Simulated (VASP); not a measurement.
# SrO (Fm-3m) in VASP: a series of runs

Runs on SrO. Level: PBEsol. Tasks: relaxation of cell and atoms, electrostatic potential.

All numbers are computed with VASP 6.6.1; they aren't measurements. Logs are shortened: lines on timing, memory, paths and dates and some standing lists are left out, and cuts for length are marked.

## 1. The structure

It takes space group Fm-3m (No. 225, cubic). The conventional cell has a = 5.130 Å, b = 5.130 Å, c = 5.130 Å, α = 90.00°, β = 90.00°, γ = 90.00°. Sr (site symmetry m-3m) is surrounded by 6 O at 2.56 Å. Around O (site symmetry m-3m) lie 6 Sr at 2.56 Å.

The cell was built by a generator and needn't be a form met in nature.

## 2. Relaxation of cell and atoms, PBEsol

File INCAR:

```
  PREC = Accurate
  ENCUT = 600
  EDIFF = 1E-6
  ISMEAR = 0
  SIGMA = 0.02
  LREAL = False
  LASPH = True
  NELM = 120
  ALGO = Normal
  ISIF = 3
  LWAVE = False
  LCHARG = False
  GGA = PS
  IBRION = 2
  NSW = 60
  EDIFFG = -0.005
```

File KPOINTS:

```
Automatic mesh
0
Gamma
  10 10 10
```

File POSCAR:

```
SrO
1.0
    0.0000000000      2.5650000000      2.5650000000
    2.5650000000      0.0000000000      2.5650000000
    2.5650000000      2.5650000000      0.0000000000
Sr O
1 1
Direct
    0.0000000000      0.0000000000      0.0000000000
    0.5000000000      0.5000000000      0.5000000000
```

Potentials or basis: VASP PAW PBE potentials, release 64 (Sr_sv, O).

The run is started by

```bash
$ cat potpaw_PBE.64/Sr_sv/POTCAR potpaw_PBE.64/O/POTCAR > POTCAR
$ mpirun -np 1 vasp_std > vasp.out
```

OUTCAR:

```text
PREC = Accurate
   ENCUT = 600
   EDIFF = 1E-6
   ISMEAR = 0
   LREAL = False
   LASPH = True
   NELM = 120
   ISIF = 3
   GGA = PS
   IBRION = 2
   NSW = 60
   EDIFFG = -0.005

 ion  position               nearest neighbor table
   1  0.000  0.000  0.000-   2 2.56   2 2.56   2 2.56   2 2.56   2 2.56   2 2.56
   2  0.500  0.500  0.500-   1 2.56   1 2.56   1 2.56   1 2.56   1 2.56   1 2.56

  LATTYP: Found a face centered cubic cell.
 ALAT       =     5.1300000000

  Lattice vectors:

 A1 = (   0.0000000000,   2.5650000000,   2.5650000000)
 A2 = (   2.5650000000,   0.0000000000,   2.5650000000)
 A3 = (   2.5650000000,   2.5650000000,   0.0000000000)

Analysis of symmetry for initial positions (statically):
=====================================================================
 Subroutine PRICEL returns:
 Original cell was already a primitive cell.

 Routine SETGRP: Setting up the symmetry group for a
 face centered cubic supercell.

 Subroutine GETGRP returns: Found 48 space group operations
 (whereof 48 operations were pure point group operations)
 out of a pool of 48 trial point group operations.

The static configuration has the point symmetry O_h .

Analysis of symmetry for dynamics (positions and initial velocities):
=====================================================================
 Subroutine PRICEL returns:
 Original cell was already a primitive cell.

 Routine SETGRP: Setting up the symmetry group for a
 face centered cubic supercell.

 Subroutine GETGRP returns: Found 48 space group operations
 (whereof 48 operations were pure point group operations)
 out of a pool of 48 trial point group operations.

The dynamic configuration has the point symmetry O_h .

 Subroutine INISYM returns: Found 48 space group operations
 (whereof 48 operations are pure point group operations),
 and found     1 'primitive' translations

----------------------------------------------------------------------------------------

                                     Primitive cell

  volume of cell :      33.7514

  direct lattice vectors                    reciprocal lattice vectors
     0.000000000  2.565000000  2.565000000    -0.194931774  0.194931774  0.194931774
     2.565000000  0.000000000  2.565000000     0.194931774 -0.194931774  0.194931774
     2.565000000  2.565000000  0.000000000     0.194931774  0.194931774 -0.194931774

  length of vectors
     3.627457787  3.627457787  3.627457787     0.337631736  0.337631736  0.337631736

  position of ions in fractional coordinates (direct lattice)
     0.000000000  0.000000000  0.000000000
     0.500000000  0.500000000  0.500000000

  ion indices of the primitive-cell ions
   primitive index   ion index
                 1           1
                 2           2

----------------------------------------------------------------------------------------

 KPOINTS: Automatic mesh

Automatic generation of k-mesh.
 Grid dimensions read from file:
 generate k-points for:   10   10   10

 Generating k-lattice:

  Cartesian coordinates                     Fractional coordinates (reciprocal lattice)
    -0.019493177  0.019493177  0.019493177     0.100000000  0.000000000  0.000000000
     0.019493177 -0.019493177  0.019493177     0.000000000  0.100000000  0.000000000
     0.019493177  0.019493177 -0.019493177     0.000000000  0.000000000  0.100000000

  Length of vectors
     0.033763174  0.033763174  0.033763174

  Shift w.r.t. Gamma in fractional coordinates (k-lattice)
     0.000000000  0.000000000  0.000000000

 Subroutine IBZKPT returns following result:
 ===========================================

 Found     47 irreducible k-points:

 Following reciprocal coordinates:
            Coordinates               Weight
  0.000000  0.000000  0.000000      1.000000
  0.100000  0.000000  0.000000      8.000000
  0.200000  0.000000  0.000000      8.000000
  0.300000  0.000000  0.000000      8.000000
  0.400000  0.000000  0.000000      8.000000
  0.500000  0.000000  0.000000      4.000000
[... 16 lines left out ...]
  0.300000  0.300000  0.000000      6.000000
  0.400000  0.300000  0.000000     24.000000
 [... further k-points ...]
   k-points           NKPTS =     47   k-points in BZ     NKDIM =     47   number of bands    NBANDS=     12
   number of dos      NEDOS =    301   number of ions     NIONS =      2
   total plane-waves  NPLWV =  27000
   dimension x,y,z NGX =    30 NGY =   30 NGZ =   30
   dimension x,y,z NGXF=    60 NGYF=   60 NGZF=   60
   ions per type =               1   1
   NGX,Y,Z   is equivalent  to a cutoff of  13.75, 13.75, 13.75 a.u.
   NGXF,Y,Z  is equivalent  to a cutoff of  27.50, 27.50, 27.50 a.u.
 SYSTEM =  unknown system
   PREC   = accura    normal or accurate (medium, high low for compatibility)
   ISTART =      0    job   : 0-new  1-cont  2-samecut
   ICHARG =      2    charge: 1-file 2-atom 10-const
   ISPIN  =      1    spin polarized calculation?
   LNONCOLLINEAR =      F non collinear calculations
   LSORBIT =      F    spin-orbit coupling
   LASPH  =      T    aspherical Exc in radial PAW
   ENCUT  =  600.0 eV  44.10 Ry    6.64 a.u.   7.24  7.24  7.24*2*pi/ulx,y,z
   NELM   =    120;   NELMIN=  2; NELMDL= -5     # of ELM steps
   EDIFF  = 0.1E-05   stopping-criterion for ELM
   LREAL  =      F    real-space projection
   EDIFFG = -.5E-02   stopping-criterion for IOM
   NSW    =     60    number of steps for IOM
   IBRION =      2    ionic relax: 0-MD 1-quasi-New 2-CG
   NFREE  =      1    steps in history (QN), initial steepest desc. (CG)
   ISIF   =      3    stress and relaxation
   ISYM   =      2    0-nonsym 1-usesym 2-fastsym
   POTIM  = 0.5000    time-step for ionic-motion
   TEBEG  =    0.0;   TEEND  =   0.0 temperature during run
   PSTRESS=    0.0 pullay stress
   NELECT =      16.0000    total number of electrons
   NUPDOWN=      -1.0000    fix difference up-down
   EMIN   =  10.00;   EMAX   =-10.00  energy-range for DOS
   EFERMI =   0.00;   METHOD = LEGACY
   ISMEAR =     0;   SIGMA  =   0.02  broadening in eV -4-tet -1-fermi 0-gaus
   EFERMI_NEDOS =   21; number of points for ismear=-14 and -15
   IALGO  =     38    algorithm
   IMIX   =      4    mixing-type and parameters
     AMIX     =   0.40;   BMIX     =  1.00
     AMIX_MAG =   1.60;   BMIX_MAG =  1.00
  volume/ion in A,a.u.               =      16.88       113.88
  Fermi-wavevector in a.u.,A,eV,Ry     =   1.276490  2.412217 22.169701  1.629427
  Thomas-Fermi vector in A             =   2.409143
   LORBIT       =      0    0 simple, 1 ext, 2 COOP (PROOUT), +10 PAW based schemes
   GGA     = PS    functional components
   LHFCALC =     F    Hartree Fock is set to
   AEXX    =    0.0000 exact exchange contribution
   IVDW    =     0    specifies the selected vdW correction
   LEPSILON=     F    determine dielectric tensor
   LRPA    =     F    only Hartree local field effects (RPA)
 conjugate gradient relaxation of ions
 non-spin polarized calculation
 Gauss-broadening in eV      SIGMA  =   0.02
  energy-cutoff  :      600.00
  volume of cell :       33.75
 maximum number of plane-waves:      1158
 NGX is ok and might be reduce to    30
   NGX = 15   NGY = 15   NGZ = 15

--------------------------------------- Ionic step        1  -------------------------------------------

 number of electron      15.9999997 magnetization

 Free energy of the ion-electron system (eV)
  ---------------------------------------------------
  ext. energy  EPLUGINS =         0.00000000
  ---------------------------------------------------
  free energy    TOTEN  =       -12.64105713 eV

  energy without entropy =      -12.64105713  energy(sigma->0) =      -12.64105713

------------------------ aborting loop because EDIFF is reached ----------------------------------------

  FORCE on cell =-STRESS in cart. coord.  units (eV):
  Direction    XX          YY          ZZ          XY          YZ          ZX
  --------------------------------------------------------------------------------------
  -------------------------------------------------------------------------------------
  Total        0.0288156      0.0288156      0.0288156     -0.0000000      0.0000000      0.0000000
  in kB        1.3678748      1.3678748      1.3678748     -0.0000000      0.0000000      0.0000000
  external PRESSURE =       1.3678748 kB  Pullay stress =       0.0000000 kB
[... 57 lines left out ...]
  energy  without entropy=      -12.6410741581  energy(sigma->0) =      -12.64107416

--------------------------------------- Ionic step        3  -------------------------------------------

 number of electron      15.9999997 magnetization

 Free energy of the ion-electron system (eV)
  ---------------------------------------------------
  ext. energy  EPLUGINS =         0.00000000
  ---------------------------------------------------
  free energy    TOTEN  =       -12.64107783 eV

  energy without entropy =      -12.64107783  energy(sigma->0) =      -12.64107783

 E-fermi :   1.7072     XC(G=0): -10.3036

 val. band max:        1.5135850272   @ k =   0.0000   0.0000   0.0000
 cond. band min:       4.6662275621   @ k =   0.5000   0.5000   0.0000
 fundamental gap:      3.1526425349
 Fermi energy:         1.7072098730

 k-point     1 :       0.0000    0.0000    0.0000
  band No.  band energies     occupation
      1     -30.7035      2.00000
      2     -13.4912      2.00000
      3     -12.3503      2.00000
      4     -12.3503      2.00000
      5     -12.3503      2.00000
      6       1.5136      2.00000
      7       1.5136      2.00000
      8       1.5136      2.00000
      9       5.3761      0.00000
     10       7.6882      0.00000
     11       7.6882      0.00000
     12       7.6882      0.00000
[... 331 lines left out ...]
 k-point    24 :       0.4000    0.3000    0.0000
  band No.  band energies     occupation
      1     -30.5519      2.00000
      2     -14.2452      2.00000
      3     -12.7165      2.00000
      4     -12.6414      2.00000
      5     -12.1458      2.00000
      6       0.4339      2.00000
      7       1.2011      2.00000
      8       1.2806      2.00000
      9       5.3577      0.00000
     10       8.6326      0.00000
     11      11.0529      0.00000
     12      11.2476      0.00000

 [... further k-points ...]

------------------------ aborting loop because EDIFF is reached ----------------------------------------

  FORCE on cell =-STRESS in cart. coord.  units (eV):
  Direction    XX          YY          ZZ          XY          YZ          ZX
  --------------------------------------------------------------------------------------
  -------------------------------------------------------------------------------------
  Total       -0.0004171     -0.0004171     -0.0004171      0.0000000      0.0000000      0.0000000
  in kB       -0.0197722     -0.0197722     -0.0197722      0.0000000      0.0000000      0.0000000
  external PRESSURE =      -0.0197722 kB  Pullay stress =       0.0000000 kB
[... 17 lines left out ...]
  FREE ENERGIE OF THE ION-ELECTRON SYSTEM (eV)
  ---------------------------------------------------
  free  energy   TOTEN  =       -12.6410778263 eV

  energy  without entropy=      -12.6410778263  energy(sigma->0) =      -12.64107783

 reached required accuracy - stopping structural energy minimisation
```

Wall time 48 s (1 thread of AMD EPYC 7R13 (Zen 3), shared host); peak memory 0.16 GiB.

What came out:

```
Free energy                            : -12.6411 eV
Relaxed volume                         : 16.90 Å³/atom
Relaxed cell                           : a = 3.629 Å, b = 3.629 Å, c = 3.629 Å, α = 60.00°, β = 60.00°, γ = 60.00°
Space group after relaxing (to 0.05 Å) : Fm-3m (No. 225)
Energy gained by relaxing              : 0.0 meV/atom
Ionic steps                            : 3
Pressure after relaxing                : 0.0 GPa
Band gap on the k mesh                 : 3.15 eV, indirect (least direct gap 3.24 eV)
```

Final structure:
```
Sr O
1.0
     0.00000    2.56626    2.56626
     2.56626    0.00000    2.56626
     2.56626    2.56626    0.00000
Sr O
1 1
Direct
  0.00000 0.00000 0.00000
  0.50000 0.50000 0.50000
```

Levels at points of the mesh, in eV from the valence-band top:
```csv
k point,band 4,band 5,band 6,band 7,band 8,band 9,band 10,band 11,band 12
"(0.00, 0.00, 0.00)",-13.86,-13.86,0.00,0.00,0.00,3.86,6.17,6.17,6.17
"(0.50, 0.00, 0.00)",-13.95,-12.67,-2.24,-1.16,-1.16,6.51,8.33,8.88,8.88
"(0.50, 0.50, 0.00)",-14.25,-14.25,-0.43,-0.08,-0.08,3.15,7.80,10.23,10.27
```

Caveat: the PAW data sets were made with another functional, which shifts forces and pressure a little. A k mesh can miss the band edges.

## 3. Electrostatic potential, PBEsol

File INCAR:

```
PREC     = Accurate       # precision mode
ENCUT    = 520            # plane-wave cutoff, eV
EDIFF    = 1E-6           # SCF threshold, eV
ISMEAR   = 0              # smearing method
SIGMA    = 0.02           # smearing width, eV
LREAL    = F              # projectors in reciprocal space
LASPH    = T              # aspherical terms in the spheres
NELM     = 80             # most SCF steps
ALGO     = Normal         # electronic algorithm
ISIF     = 2              # what is computed and relaxed
LWAVE    = F              # write WAVECAR
LCHARG   = T              # write CHGCAR
GGA      = PS             # functional
LVHAR    = T
```

File KPOINTS:

```
regular mesh
0
Gamma
  10 10 10
```

File POSCAR:

```
SrO                                     
1.0
   -0.0000000000      2.5662572530      2.5662572530
    2.5662572530      0.0000000000      2.5662572530
    2.5662572530      2.5662572530     -0.0000000000
  Sr              O             
     1     1
Direct
     0.0000000000000000    0.0000000000000000    0.0000000000000000
     0.5000000000000000    0.5000000000000000    0.5000000000000000
```

Potentials or basis: VASP PAW PBE potentials, release 64 (Sr_sv, O).

The run is started by

```bash
$ cat potpaw_PBE.64/Sr_sv/POTCAR potpaw_PBE.64/O/POTCAR > POTCAR
$ mpirun -np 1 vasp_std > vasp.out
```

Run time: 20 s. Hardware: 1 thread of AMD EPYC 7R13 (Zen 3), shared host; peak memory 0.14 GiB.

The run converged. Its results:

```
Free energy            : -12.6398 eV
Pressure               : 0.1 GPa
Band gap on the k mesh : 3.15 eV, indirect (least direct gap 3.23 eV)
```

Levels at points of the mesh, in eV from the valence-band top:
```
           k point  band 5  band 6  band 7  band 8  band 9  band 10  band 11  band 12
(0.00, 0.00, 0.00)  -13.86    0.00    0.00    0.00    3.86     6.17     6.17     6.17
(0.50, 0.00, 0.00)  -12.67   -2.24   -1.16   -1.16    6.51     8.33     8.88     8.88
(0.50, 0.50, 0.00)  -14.25   -0.43   -0.08   -0.08    3.15     7.80    10.23    10.27
```

Caveat: the PAW data sets were made with another functional, which shifts forces and pressure a little.
